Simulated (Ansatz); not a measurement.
Rb

```xyz
4
Lattice="5.7400 0.0000 0.0000 0.0000 4.6400 0.0000 0.0000 0.0000 12.3800" Properties=species:S:1:pos:R:3 pbc="T T T"
Rb    0.2698    1.1600   11.0553
Rb    2.6002    3.4800    4.8653
Rb    3.1398    1.1600    7.5147
Rb    5.4702    3.4800    1.3247
```

Atom numbers follow the list: Rb1, Rb2, Rb3, Rb4.

The cell is COD entry 1532890, as deposited and not checked against the literature; nothing was relaxed.

Computed with DFT, PBE, all-electron LAPW, scalar-relativistic in Ansatz 0.2.0.

Numerical set-up: a Γ-centred 6×7×3 k mesh, Fermi–Dirac smearing of 0.05 eV, basis error target 1 meV/atom, no spin polarisation.

- Pressure at this cell: 1.12 GPa
- Largest force: 0.765 eV/Å on Rb1
- Density of states at the Fermi level (0.2 eV bin): 3.82 states/eV per cell
- Volume per atom: 82.43 Å³

**Question.** Give the computed value. Band gap.

**Answer.** none: bands cross the Fermi level, a metal.

**Question.** Predict this quantity. Stress xx, yy, zz (compression positive).

**Answer.** -0.57, 1.87, 2.07 GPa.
